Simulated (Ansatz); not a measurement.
The system is Mo.

```
Mo
1.0
    -1.58381    1.58381    1.58381
     1.58381   -1.58381    1.58381
     1.58381    1.58381   -1.58381
Mo
1
Cartesian
  0.0000 0.0000 0.0000
```

- Program: Ansatz 0.2.0
- Task: relaxation of cell and atoms
- Functional: PBE
- Dispersion: D4
- Potentials or basis: all-electron LAPW, scalar-relativistic
- Basis error allowed: 0.001 eV/atom
- k mesh: 12 × 12 × 12
- Occupations: fermi-dirac, width 0.05 eV
- Spin: no spin polarisation

At the start: volume 15.89 Å³/atom.

Q: How do energy, volume and symmetry change on relaxing?

A: Over 4 steps the energy falls by 11.2 meV/atom and the volume is 15.43 Å³/atom (-2.9 %); space group Im-3m (No. 229, to 0.05 Å).

Step by step:
```tsv
step	energy change (eV)	largest force (eV/Å)	volume (Å³)
1	0.0000	0.0000	15.89
2	-0.0110	0.0000	15.48
3	-0.0112	0.0000	15.43
4	-0.0112	0.0000	15.43
```

Final structure:
```
Mo
1.0
    -1.56845    1.56845    1.56845
     1.56845   -1.56845    1.56845
     1.56845    1.56845   -1.56845
Mo
1
Direct
  0.00000 0.00000 0.00000
```
